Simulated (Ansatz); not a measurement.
Runs of Ansatz 0.2.0 on Ti. It takes space group P6_3/mmc (No. 194, hexagonal). Conventional cell: a = 2.950 Å, b = 2.950 Å, c = 4.680 Å, α = 90.00°, β = 90.00°, γ = 120.00°. Around Ti (site symmetry -6m2) lie 12 Ti at 2.89 to 2.95 Å. 

| task | level | cell | k mesh | cutoff (eV) | smearing | basis error allowed | mesh quality | gap on the mesh (eV) | pressure (GPa) | relaxed volume (Å³/atom) |
| --- | --- | --- | --- | --- | --- | --- | --- | --- | --- | --- |
| elastic constants | PBEsol | as given | 7 × 7 × 5 | 232 | fermi-dirac 0.05 eV | 0.001 eV/atom | coarse | none | -5.5 | - |
| relaxation of cell and atoms | RPBE+D4 | relaxed | 10 × 10 × 6 | - | fermi-dirac 0.05 eV | 0.001 eV/atom | not flagged | - | 0.0 | 17.38 |
| single point | PBE | as given | 4 × 4 × 2 | 187 | fermi-dirac 0.06 eV | 0.004 eV/atom | coarse | none | (b) | - |
| single point | PBE | as given | 10 × 10 × 6 | 220 | gaussian 0.024 eV | 0.001 eV/atom | not flagged | none | -1.4 | - |
| single point | PBE | as given | 10 × 10 × 6 | 220 | gaussian 0.016 eV | 0.001 eV/atom | not flagged | none | -1.4 | - |
| relaxation of cell and atoms | PBE | relaxed | 10 × 10 × 6 | - | fermi-dirac 0.05 eV | 0.001 eV/atom | not flagged | - | 0.0 | 17.40 |
| relaxation of cell and atoms | PBEsol+D4 | relaxed | 10 × 10 × 6 | - | fermi-dirac 0.05 eV | 0.001 eV/atom | not flagged | - | 0.0 | (a) |
| elastic constants | PBE | as given | 7 × 7 × 5 | 233 | fermi-dirac 0.05 eV | 0.001 eV/atom | coarse | none | -1.2 | - |

Alike in all rows: potentials or basis all-electron LAPW, scalar-relativistic; no spin polarisation.

Q: Fill in the values left out.

A: (a) 16.57; (b) -1.3.

Caveats: some runs use coarse meshes; the k mesh is thin for a metal, which can move the energy by tens of meV per atom (some runs); a metal's response needs a denser mesh (some runs); elastic constants of metals need much finer meshes, so these are rough (some runs); the cell is more than 3 GPa from zero pressure, which shifts response properties (some runs).

A gap of «none» marks a metal or a gap under the smearing width.
